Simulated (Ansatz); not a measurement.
PbS: band structure with PBEsol

PbS:

```xyz
4
Lattice="2.0800 -5.9913 0.0000 2.0800 5.9913 0.0000 0.0000 0.0000 4.2793" Properties=species:S:1:pos:R:3 pbc="T T T"
Pb    2.0800    4.4268    1.0698
Pb    2.0800   -4.4268    3.2095
S     2.0800    1.7399    1.0698
S     2.0800   -1.7399    3.2095
```

Measurements of this composition are mostly on another form, of space group No. 225.

- Program: Ansatz 0.2.0
- Task: band structure
- Functional: PBEsol
- Potentials or basis: Ansatz PAW
- Cutoff: 420 eV (not typed: the program's choice for these potentials)
- k mesh: 7 × 7 × 6
- Occupations: fermi-dirac, width 0.05 eV
- Spin: no spin polarisation
- Path: [["G", "X", "S", "R", "A", "Z", "G", "Y", "X1", "A1", "T", "Y"], ["Z", "T"]]
- Points for each segment of the path: 14

| Quantity | Value |
| --- | --- |
| Pressure | -1.9 GPa |
| Largest force | 0.034 eV/Å |
| Band gap on the k mesh | 1.16 eV, indirect (least direct gap 1.34 eV) |
| Band gap along the path | 1.05 eV, indirect (least direct gap 1.12 eV) |

Forces in eV/Å, atoms in the order of the input:
```
Pb   0.000 -0.034  0.000
Pb   0.000  0.034  0.000
S    0.000 -0.014  0.000
S    0.000  0.014  0.000
```

Stress tensor (GPa, compression positive):
```
-1.98  0.00  0.00
 0.00 -1.49  0.00
 0.00  0.00 -2.14
```

Levels at the corners of the path, in eV from the valence-band top:
| point | band 18 | band 19 | band 20 | band 21 | band 22 | band 23 |
| --- | --- | --- | --- | --- | --- | --- |
| Γ | -1.69 | -1.51 | -0.52 | 4.55 | 4.56 | 4.79 |
| X | -1.26 | -0.73 | -0.28 | 1.53 | 1.73 | 1.99 |
| S | -1.21 | -0.42 | -0.41 | 1.66 | 1.76 | 2.13 |
| R | -3.18 | -1.48 | -1.48 | 3.31 | 3.31 | 5.17 |
| A | -2.83 | -1.51 | -1.51 | 3.12 | 3.12 | 5.57 |
| Z | -1.15 | -0.16 | -0.16 | 1.70 | 1.70 | 2.69 |
| Γ | -1.69 | -1.51 | -0.52 | 4.55 | 4.56 | 4.79 |
| Y | -1.91 | -1.34 | -0.51 | 1.05 | 4.37 | 4.65 |
| X1 | -1.26 | -0.73 | -0.28 | 1.53 | 1.73 | 1.99 |
| A1 | -2.83 | -1.51 | -1.51 | 3.12 | 3.12 | 5.57 |
| T | -1.25 | -0.54 | -0.54 | 1.60 | 1.60 | 3.11 |
| Y | -1.91 | -1.34 | -0.51 | 1.05 | 4.37 | 4.65 |
| Z | -1.15 | -0.16 | -0.16 | 1.70 | 1.70 | 2.69 |
| T | -1.25 | -0.54 | -0.54 | 1.60 | 1.60 | 3.11 |

Wall time 12 s on 2 threads of Intel(R) Xeon(R) Processor @ 2.70GHz, on a shared host, peak memory 0.55 GiB.

Caveat: the k mesh misses the band edges, so the gap on the mesh is wider than the one along the path; spin-orbit coupling is left out, which as a rule narrows the gap of such compounds by several tenths of an eV; the PAW data sets come from PBE, with cores solved anew for the run's functional, which leaves a small shift of forces and pressure.
